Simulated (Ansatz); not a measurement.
## Effect of biaxial strain +1.46 %, plane normal [001], relaxed out of plane on CsI

Base system: CsI in the CsCl type structure (space group Pm-3m, No. 221; a = 4.6100 Å). Axes: x, y, z lie along the cube axes.

The change: biaxial strain +1.46 %, plane normal [001], relaxed out of plane (Cartesian); in-plane vectors clamped, the third vector and the atoms free.

The values are results of r2SCAN (Ansatz, a first-principles code; PAW; 500 eV plane waves; no SOC), not measurements. Γ-centred 7×7×7 mesh, Fermi–Dirac width 0.05 eV.

```tsv
quantity	base	changed	shift
volume per atom	48.99 Å³	50.09 Å³	+1.105 Å³
space group	Pm-3m (No. 221)	P4/mmm (No. 123)	–
shortest interatomic distance	3.992 Å	4.023 Å	+0.0302 Å
energy relative to the base (free energy F)	0 meV/atom	+1.7 meV/atom	+1.7 meV/atom
pressure (mean of the normal stresses, compression positive)	0.01 GPa	-0.25 GPa	-0.26 GPa
band gap	4.51 eV	4.36 eV	-0.15 eV
gap character	–	indirect, M → Γ	–
smallest direct gap	4.60 eV	4.45 eV	-0.15 eV
electron mass	0.29 mₑ (at Γ)	0.33 mₑ out of plane, 0.29 mₑ in plane (at Γ)	–
valley order (the lowest conduction-band minima on the path, energy above the VBM, named in the base's zone)	Γ 4.51 eV; M along ⟨110⟩ 4.77 eV	Γ 4.36 eV; M along [110] 4.69 eV; M along [011] 4.73 eV	–
out-of-plane strain	–	-0.67 %	–
ratio −ε⊥/ε∥	–	0.46	–
mean in-plane stress (compression positive)	–	-0.4 GPa	–
```

Cost of the whole job for the changed cell (relaxation, final SCF and bands): about 50 core-seconds (a rough figure).

Spin-orbit coupling, missing from the scalar runs, can matter with I. Effective masses come from finite differences of ±0.01 Å⁻¹. No phonon test of stability was made. Labels are those of the standard path for the cell's own space group.
